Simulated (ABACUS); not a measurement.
# Li under changes of volume

One of the cells (21.354 Å³/atom); the others are scaled copies at fixed shape and fractional positions:

```xyz
1
Lattice="0.0000 2.2020 2.2020 2.2020 0.0000 2.2020 2.2020 2.2020 0.0000" Properties=species:S:1:pos:R:3 pbc="T T T"
Li    0.0000    0.0000    0.0000
```

This isn't the form of Li at room conditions, which is bcc.

| Item | Value |
| --- | --- |
| Program | ABACUS 3.10.1 |
| Functional | PBE |
| Potentials or basis | PseudoDojo NC SR 0.4.1 PBE standard |
| Cutoff | 1361 eV |
| Density cutoff | 5442 eV |
| Basis | TZDP LCAO (the cutoffs set its grid) |
| k mesh | 10 × 10 × 10 |
| Occupations | fermi-dirac, width 0.05 eV |
| Spin | no spin polarisation |

```csv
volume (Å³/atom),energy over the lowest point (meV/atom),pressure (GPa)
20.073,0.00,0.1
20.500,0.15,-0.2
20.927,1.08,-0.5
21.354,2.67,-0.7
21.781,?,?
22.208,7.71,-1.2
22.635,11.05,-1.3
```

**Question.** What does the run at 21.781 Å³/atom give?

**Answer.** Energy over the lowest point 4.88 meV/atom; pressure -0.9 GPa.

Worked out: A Birch-Murnaghan fit of order 3 (a polynomial in V^(-2/3)) to the other rows has its minimum at 20.20 Å³/atom with B0 = V·E''(V) = 14.2 GPa and B' = 3.2. It gives 4.90 meV/atom at 21.781 Å³/atom, against the run's 4.88, and -dE/dV = -0.9 GPa, against -0.9.

Energies are extrapolated to zero smearing.

Caveats: the atomic orbitals were generated for these runs and aren't a published set; the basis of atomic orbitals isn't converged, which shifts pressures, moduli and gaps.
